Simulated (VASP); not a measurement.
# Na: restarted molecular dynamics, 2 variants

Na, I-43d (no. 220), 16 atoms in the cell. PBE, molecular dynamics; PAW potentials Na (PBE set).

| Restart from | Temperature at the end (K) | The same without a restart (K) | Potential energy at the end (eV/atom) | The same without a restart (eV/atom) | Electronic steps in the first step after the restart | Time (s) |
|---|---|---|---|---|---|---|
| CONTCAR with velocities, WAVECAR read | 372.0 | 372.0 | -1.21155 | -1.21155 | 4 | 326 |
| CONTCAR with velocities, no WAVECAR | 372.0 | 372.0 | -1.21155 | -1.21155 | 13 | 383 |

Limits: 120 fs of 16 atoms are too short for converged averages.

## Input of the first row

INCAR.step1:
```
GGA      = PE             # functional
PREC     = Normal         # precision mode
ENCUT    = 200            # plane-wave cutoff, eV
EDIFF    = 1E-6           # SCF threshold, eV
NELMIN   = 4            
NELM     = 60             # most SCF steps
ALGO     = Fast           # electronic algorithm
LREAL    = Auto         
LASPH    = True           # aspherical terms in the spheres
ISMEAR   = -1             # smearing method
SIGMA    = 0.05           # smearing width, eV
ISYM     = 0            
LWAVE    = True           # write WAVECAR
LCHARG   = False          # write CHGCAR
IBRION   = 0              # ionic algorithm
NSW      = 30             # ionic steps
POTIM    = 2.0            # step
TEBEG    = 1000         
ISIF     = 2              # what is computed and relaxed
RANDOM_SEED= 315021 0 0   
MDALGO   = 2            
SMASS    = -3           
KPAR     = 2             
```

INCAR.step2, as INCAR.step1 but for:
```
- LWAVE = True
+ LWAVE = False
```

KPOINTS:
```
k-points
0
Monkhorst-Pack
  2 2 2
```

POSCAR.step1:
```
Na
1.0
    8.4660257600      0.0000000000      0.0000000000
    0.0000000000      8.4660257600      0.0000000000
    0.0000000000      0.0000000000      8.4660257600
Na
16
Direct
    0.0243349500      0.0243349500      0.0243349500
    0.2743349500      0.2743349500      0.2743349500
    0.2256650500      0.7256650500      0.7743349500
    0.4756650500      0.0243349500      0.9756650500
    0.7743349500      0.2256650500      0.7256650500
    0.7256650500      0.7743349500      0.2256650500
    0.0243349500      0.9756650500      0.4756650500
    0.9756650500      0.4756650500      0.0243349500
    0.5243349500      0.5243349500      0.5243349500
    0.7743349500      0.7743349500      0.7743349500
    0.7256650500      0.2256650500      0.2743349500
    0.9756650500      0.5243349500      0.4756650500
    0.2743349500      0.7256650500      0.2256650500
    0.2256650500      0.2743349500      0.7256650500
    0.5243349500      0.4756650500      0.9756650500
    0.4756650500      0.9756650500      0.5243349500
```

Commands (each step's output is kept before the next begins):
```
cat potpaw_PBE.64/Na/POTCAR > POTCAR
cp INCAR.step1 INCAR
cp POSCAR.step1 POSCAR
mpirun -np 2 vasp_std > vasp.out
cp CONTCAR POSCAR
cp INCAR.step2 INCAR
mpirun -np 2 vasp_std > vasp.out
```

Changes of the last row against the first:
```
(step 1)
- LWAVE = True
+ LWAVE = False
```

VASP 6.6.1 took 326 s on 2 cores (AMD EPYC 7R43 (Zen 3)), a shared host.
